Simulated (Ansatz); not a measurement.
# Al5P4: the cost of one run

Computed with Ansatz 0.2.0 (DFT PBE, scalar-relativistic, plane waves, PAW, unless a step's input says otherwise).

The COD entry's cell or inner coordinates are ideal or old and differ from later refinements, so a difference from it is no clean test against experiment.

1 further run of the same task is left out (set aside as unsound or not needed).

## (1) The starting structure

It takes space group F-43m (No. 216, cubic). Conventional cell: a = 5.507 Å, b = 5.507 Å, c = 5.507 Å, α = 90.00°, β = 90.00°, γ = 90.00°. Around Al (site symmetry -43m) lie 4 P at 2.38 Å. P (site symmetry -43m) is surrounded by 4 Al at 2.38 Å.

As a file:

```
CELL_PARAMETERS angstrom
0.00000 2.75340 2.75340
2.75340 0.00000 2.75340
2.75340 2.75340 0.00000
ATOMIC_POSITIONS crystal
Al 0.00000 0.00000 0.00000
P 0.75000 0.75000 0.75000
```

It is the result of an earlier relaxation at this level (volume 20.87 Å³/atom; gap on the mesh: 1.63 eV).

Bulk energy on matching settings, from an earlier run: -647.2216 eV/atom.

## (2) The (100) slab

Miller indices refer to the conventional cell of the relaxed bulk, F-43m (No. 216): a = 5.507 Å, b = 5.507 Å, c = 5.507 Å, α = 90.00°, β = 90.00°, γ = 90.00°.

Cut from the relaxed bulk: a (100) slab, 11.0 Å thick as cut, with 15 Å of vacuum; its outer planes are Al (top) and Al (bottom).

The slab as cut. Its planes from the bottom up:

| plane | atoms per cell | height over the lowest (Å) |
| --- | --- | --- |
| 1 | Al | 0.00 |
| 2 | P | 1.38 |
| 3 | Al | 2.75 |
| 4 | P | 4.13 |
| 5 | Al | 5.51 |
| 6 | P | 6.88 |
| 7 | Al | 8.26 |
| 8 | P | 9.64 |
| 9 | Al | 11.01 |

## (3) The slab as cut, atoms at the bulk's places

The cell repeats along c, and a dipole correction in the vacuum removes the field between the copies.

Contents of input.yaml:

```yaml
crystal:
  lattice:
    - [3.8938964222, 0.0, 0.0]
    - [0.0, 3.8938964222, 0.0]
    - [0.0, 0.0, 26.0136022615]
  atoms:
    - { symbol: Al, position: [0.5, 0.5, 0.2883107047] }
    - { symbol: P, position: [0.5, 0.0, 0.3412330285] }
    - { symbol: Al, position: [0.0, 0.0, 0.3941553524] }
    - { symbol: P, position: [0.0, 0.5, 0.4470776762] }
    - { symbol: Al, position: [0.5, 0.5, 0.5] }
    - { symbol: P, position: [0.5, 0.0, 0.5529223238] }
    - { symbol: Al, position: [0.0, 0.0, 0.6058446476] }
    - { symbol: P, position: [0.0, 0.5, 0.6587669715] }
    - { symbol: Al, position: [0.5, 0.5, 0.7116892953] }
basis:
  ecutwfc: 420
kpoints:
  mp_grid: { grid: [7, 7, 1] }
hamiltonian:
  xc: pbe
scf:
  occupations: { method: gaussian, width: 0.05 }
output:
  forces: true
  stress: true
  eigenvalues: true
  write_density: true
  write_potential: true
  elf: true
  volumetric_format: npy
efield:
  axis: 3
  dipole_correction: true
  ramp_width: 0.04
```

The run is started by

```bash
$ ansatz run input.yaml --threads 1 --pin off --max-ram 2560MiB --backend cpu --events-out ev --progress --plain --runs-dir out
```

Q: Estimate wall time and peak memory on 1 thread of Intel Xeon at 2.50GHz (Skylake/Cascade Lake), shared host.

About 47 s, with a peak of 0.53 GiB.
